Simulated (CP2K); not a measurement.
Runs of CP2K 2026.2 on Te2Mo. It takes space group P6_3/mmc (No. 194, hexagonal). The conventional cell has a = 3.518 Å, b = 3.518 Å, c = 13.974 Å, α = 90.00°, β = 90.00°, γ = 120.00°. Around Te (site symmetry 3m) lie 3 Mo at 2.72 Å. Mo (site symmetry -6m2) is surrounded by 6 Te at 2.72 Å. 

| level | potentials or basis | smearing | EPS_DEFAULT | NGRIDS | points a segment of the path (NPOINTS) | bands added on the path | CUTOFF of the grids | gap on the mesh (eV) | pressure (GPa) | largest force (eV/Å) |
| --- | --- | --- | --- | --- | --- | --- | --- | --- | --- | --- |
| PBE | POTENTIAL_UZH Te GTH-PBE-q6, Mo GTH-PBE-q14; TZVP-MOLOPT-PBE-GTH basis | fermi-dirac 0.0259 eV | 1.0E-10 | 5 | 8 | 4 | 450 Ry | 0.78 | 5.4 | (a) |
| TB-mBJ | POTENTIAL_UZH Te GTH-PBE-q6, Mo GTH-PBE-q14; TZVP-MOLOPT-PBE-GTH basis | fermi-dirac 0.0259 eV | 1.0E-9 | 4 | 10 | 6 | 675 Ry | (c) | - | - |
| r2SCAN | POTENTIAL_UZH Te GTH-SCAN-q6, Mo GTH-SCAN-q14; TZVP-MOLOPT-SCAN-GTH basis | fermi-dirac 0.01 eV | 1.0E-10 | 5 | 6 | 6 | 675 Ry | 0.89 | 3.7 | 0.09 |
| LDA | GTH_POTENTIALS Te GTH-PADE-q6, Mo GTH-PADE-q14; TZVP-MOLOPT-PBE-GTH basis | fermi-dirac 0.0259 eV | 1.0E-9 | 4 | 6 | 6 | 450 Ry | 0.75 | -1.4 | 0.05 |
| PBEsol | POTENTIAL_UZH Te GTH-PBE-q6, Mo GTH-PBE-q14; TZVP-MOLOPT-PBE-GTH basis | fermi-dirac 0.05 eV | 1.0E-9 | 4 | 8 | 2 | 450 Ry | 0.74 | (b) | 0.36 |

Alike in all rows: task band structure; no spin polarisation; cell as given; k mesh 9 × 9 × 2.

Task: Estimate the missing entries.

Result: (a) 0.45; (b) 2.5; (c) 0.83.

Caveats: spin-orbit coupling is left out, which moves the levels of the heavy elements; the basis of atomic orbitals isn't converged, which shifts pressures, moduli and gaps; this functional lacks dispersion, which binds the layers, so the pressure and a relaxed spacing across them are unreliable (some runs); the potentials were made for another functional, which shifts forces and pressure (some runs); this is a model potential without an energy functional, so only levels have meaning (some runs).

A k mesh can miss the band edges, and the runs leave out spin-orbit coupling on Mo, Te.
